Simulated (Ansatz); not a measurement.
A film clamped to a substrate in Si₇Ge

Method: DFT PBEsol, scalar-relativistic, plane waves, PAW in Ansatz. The runs took a 420 eV cutoff, a Γ-centred 6×6×6 mesh and Gaussian smearing (0.03 eV). No spin polarisation. Energies are free energies at this smearing, counted from the undisturbed cell; pressure is positive in compression.

The undisturbed cell (relaxed at this level; it needn't be the usual structure):

```xyz
8
Lattice="5.4592 0.0000 0.0000 0.0000 5.4592 0.0000 0.0000 0.0000 5.4592" Properties=species:S:1:pos:R:3 pbc="T T T"
Si    1.3790    1.3790    1.3790
Si    0.0000    2.7296    2.7296
Si    2.7296    2.7296    0.0000
Si    2.7296    0.0000    2.7296
Si    4.0802    1.3790    4.0802
Si    4.0802    4.0802    1.3790
Si    1.3790    4.0802    4.0802
Ge    0.0000    0.0000    0.0000
```

The cell (8 atoms, V0 = 162.70 Å³) is strained by p along both x and y and by q along z, fractional coordinates fixed. τp = (1/V0) ∂E/∂p = (σxx + σyy)(1 + p)(1 + q) and τq = (1/V0) ∂E/∂q = σzz(1 + p)², with tension positive.

```
     p q  ΔE (meV/atom)  τp (GPa)  τq (GPa)
 0.000   0.000           0.00      0.00      0.00
-0.025   0.000          17.76    -11.50     -3.30
 0.025   0.000          15.91      9.74      2.73
 0.000  -0.025           6.11     -3.24     -3.87
 0.000   0.025           5.93      2.77      3.71
```

Get the second derivatives of the energy density.

Central differences give A = ∂τp/∂p = 425 GPa (C11 + C22 + 2 C12), C = ∂τq/∂q = 152 GPa (C33) and the cross term B = ∂τq/∂p = 121 GPa (C13 + C23); ∂τp/∂q = 120 GPa must equal B, and any difference shows higher-order terms. The ions are clamped. In a cubic crystal C11 = C = 152, C12 = B/2 = 60 GPa and A should be 2(C11 + C12) = 424 GPa; the bulk modulus is (C11 + 2 C12)/3 = 91 GPa.

A film of this crystal grows with z along the normal on a substrate that imposes p. How does its thickness respond, and what does the misfit cost?

Count p and q from the stress-free cell. A free surface needs τq = 0, so q = −(B/C) p = -0.80 p. The energy density left is (A − B²/C) p²/2 = M p², with the biaxial modulus M = 164 GPa; a misfit of 1 % costs 2.09 meV/atom, against 2.70 meV/atom if the thickness were held.

Forces appear on the atoms along this scan, and letting them relax would lower the energy and soften the response. The gap closes along the scan, which can put kinks into the curve.